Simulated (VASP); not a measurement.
Crystal: Si.

```
Si
1.0
     3.83132    0.00000    0.00000
    -1.91566    3.31802    0.00000
     0.00000    0.00000    6.33262
Si
4
Direct
  0.33333 0.66667 0.06301
  0.66667 0.33333 0.56301
  0.33333 0.66667 0.43699
  0.66667 0.33333 0.93699
```

This isn't the form of Si at room conditions, which is diamond.

```yaml
Program: VASP 6.6.1
Task: relaxation of cell and atoms
Functional: LDA
Potentials_or_basis: VASP PAW LDA potentials, release 64 (Si)
Cutoff: 600 eV
k_mesh: 9 × 9 × 4
Occupations: gaussian, width 0.03 eV
Spin: no spin polarisation
```

At the start: pressure -2.0 GPa; volume 20.13 Å³/atom.

Problem. How do energy, volume and symmetry change on relaxing?

Solution. Over 3 steps the energy falls by 2.7 meV/atom and the volume is 19.70 Å³/atom (-2.1 %); space group P6_3/mmc (No. 194, to 0.05 Å).

Step by step:
```csv
step,energy change (eV),largest force (eV/Å),pressure (GPa),volume (Å³)
1,0.0000,0.0145,-2.00,80.50
2,-0.0055,0.0242,1.49,77.61
3,-0.0109,0.0077,0.00,78.79
```

Final structure:
```xyz
4
Lattice="3.8035 0.0000 0.0000 -1.9018 3.2940 0.0000 0.0000 0.0000 6.2884" Properties=species:S:1:pos:R:3 pbc="T T T"
Si    0.0000    2.1960    0.3958
Si    1.9018    1.0980    3.5400
Si    0.0000    2.1960    2.7484
Si    1.9018    1.0980    5.8926
```
